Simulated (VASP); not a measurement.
VASP 6.6.1 run: LiCl

INCAR

```
LASPH = .TRUE.
LWAVE = .FALSE.
ISIF = 2
METAGGA = RSCAN
ENCUT = 520
LREAL = .FALSE.
NELM = 75
NBANDS = 12
PREC = Accurate
NSW = 0
ISMEAR = -1
SIGMA = 0.3
IBRION = -1
EDIFF = 1E-7
LCHARG = .FALSE.
```

KPOINTS

```
KPOINTS created by Atomic Simulation Environment
0
Gamma
8 8 8
0 0 0
```

POSCAR

```
Li Cl
 1.0000000000000000
    -0.0000000000000000    2.5560369973268311    2.5560369973268311
     2.5560369973268311   -0.0000000000000000    2.5560369973268311
     2.5560369973268311    2.5560369973268311   -0.0000000000000000
 Li  Cl
   1   1
Cartesian
  0.0000000000000000 -0.0000000000000000 -0.0000000000000000
  2.5560369973268307  2.5560369973268307  2.5560369973268307
```

The recommended PBE PAW datasets give the neutral cell 10 valence electrons.

Command

```
mpirun -np 1 vasp_std
```

Problem. How does this run end, and what does it give?

Solution. It converged. Results: gap between bands v and c on the k mesh 7.28 eV; least direct gap on the k mesh 7.28 eV; pressure -0.7 GPa. Band v is the last that the valence electrons fill when counted band by band, and c is the next.

OSZICAR

```
N       E                     dE             d eps       ncg     rms          rms(c)
DAV:   1     0.321370055552E+02    0.32137E+02   -0.40725E+03   696   0.776E+02
DAV:   2    -0.145873642951E+02   -0.46724E+02   -0.44502E+02   868   0.149E+02
DAV:   3    -0.171324867133E+02   -0.25451E+01   -0.25366E+01   936   0.349E+01
DAV:   4    -0.171848705856E+02   -0.52384E-01   -0.52365E-01   960   0.508E+00
DAV:   5    -0.171853005127E+02   -0.42993E-03   -0.42992E-03   936   0.470E-01    0.253E+00
DAV:   6    -0.153520114511E+02    0.18333E+01   -0.41702E-01   932   0.462E+00    0.230E+00
DAV:   7    -0.153510521833E+02    0.95927E-03   -0.14262E-01   804   0.213E+00    0.846E-01
DAV:   8    -0.153504928603E+02    0.55932E-03   -0.27748E-02   904   0.857E-01    0.621E-01
DAV:   9    -0.153489559333E+02    0.15369E-02   -0.66653E-03   936   0.549E-01    0.753E-02
DAV:  10    -0.153491126726E+02   -0.15674E-03   -0.26809E-04   864   0.147E-01    0.224E-02
DAV:  11    -0.153491397847E+02   -0.27112E-04   -0.34977E-05   904   0.402E-02    0.178E-02
DAV:  12    -0.153491814185E+02   -0.41634E-04   -0.34150E-06  1044   0.124E-02    0.349E-03
DAV:  13    -0.153491724937E+02    0.89248E-05   -0.21317E-07   916   0.437E-03    0.925E-04
DAV:  14    -0.153491715584E+02    0.93534E-06   -0.56962E-08   804   0.140E-03    0.284E-04
DAV:  15    -0.153491733235E+02   -0.17652E-05   -0.42548E-09   464   0.633E-04    0.309E-04
DAV:  16    -0.153491728870E+02    0.43654E-06   -0.89464E-10   444   0.233E-04    0.471E-05
DAV:  17    -0.153491728306E+02    0.56341E-07   -0.21504E-10   432   0.117E-04
   1 F= -.15349173E+02 E0= -.15349168E+02  d E =-.867297E-05
```

For comparison, a separate PBEsol run of the intended cell, on usual settings and not on those above, gives a gap of 6.20 eV on its mesh and a pressure of -1.0 GPa.
